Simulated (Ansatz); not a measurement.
## Si, space group I4_1/amd: a convergence test of the plane-wave cutoff, step by step

Program: Ansatz 0.2.0, Python API.

The cells in order, each with its output:

In [1]:
```python
import ansatz as az
from tabulate import tabulate
```

In [2]:
```python
structure = (
    az.Lattice.of([-2.37137, 2.37137, 1.32927], [2.37137, -2.37137, 1.32927], [2.37137, 2.37137, -1.32927])
    .atom("Si", [0.25, 0.75, 0.5])
    .atom("Si", [0.5, 0.5, 0.0])
)
```

In [3]:
```python
len(structure.resolved().sites)
```
Out [3]:
```text
2
```

In [4]:
```python
model = (
    structure.calculation()
    .functional("pbe")
    .kpoints(mesh=(13, 13, 13))
    .occupations(az.OccupationsMethod.FERMI_DIRAC)
)

rows = []
for value in [250, 325, 400, 475, 550, 625]:
    data = model.basis(value).run(threads=1).report
    rows.append((value, data["free_energy_ev"] / len(data["lattice"]["sites"]), data["n_iterations"], data["n_pw"]))
```
```text
DeckWarning: basis.ecutwfc = 250 eV is below the records' recommended 420 eV, and the density's cutoff is lower with it unless basis.ecutrho_ratio is high enough to keep the records' density cutoff: compare with a run at a higher cutoff
DeckWarning: basis.ecutwfc = 325 eV is below the records' recommended 420 eV, and the density's cutoff is lower with it unless basis.ecutrho_ratio is high enough to keep the records' density cutoff: compare with a run at a higher cutoff
DeckWarning: basis.ecutwfc = 400 eV is below the records' recommended 420 eV, and the density's cutoff is lower with it unless basis.ecutrho_ratio is high enough to keep the records' density cutoff: compare with a run at a higher cutoff
```

In [5]:
```python
print(tabulate(rows, headers=["cutoff (eV)", "F/atom (eV)", "iterations", "plane waves"], floatfmt=".4f", tablefmt="plain"))
```
```text
  cutoff (eV)    F/atom (eV)    iterations    plane waves
          250      -635.4704             6            263
          325      -635.5145             6            399
          400      -635.5234             6            541
          475      -635.5238             6            737
          550      -635.5238             6            869
          625      -635.5238             6           1077
```

In [6]:
```python
# differences from the last row
for row in rows[:-1]:
    shift = 1000 * (row[1] - rows[-1][1])
    print(f"{row[0]}: {shift:+.2f} meV/atom" + ("  (within 2 meV)" if abs(shift) < 2 else ""))
```
```text
250: +53.41 meV/atom
325: +9.36 meV/atom
400: +0.43 meV/atom  (within 2 meV)
475: +0.06 meV/atom  (within 2 meV)
550: +0.03 meV/atom  (within 2 meV)
```

From 400 eV on it stays within 2 meV an atom of the value at 625 eV; the first row (250 eV) is off by 53.4 meV and the last but one by 0.03 meV. The energy falls steadily, as expected when plane waves are added.

What to keep in mind:
- This isn't the structure that Si takes at ambient conditions.
- Warnings are shown shortened and without file and line.
- Shifts are counted from the last row, which is itself no proven limit.
- It ran for 16 s on 1 thread of Intel(R) Xeon(R) Processor @ 2.30GHz (shared host), peak memory 0.53 GiB.
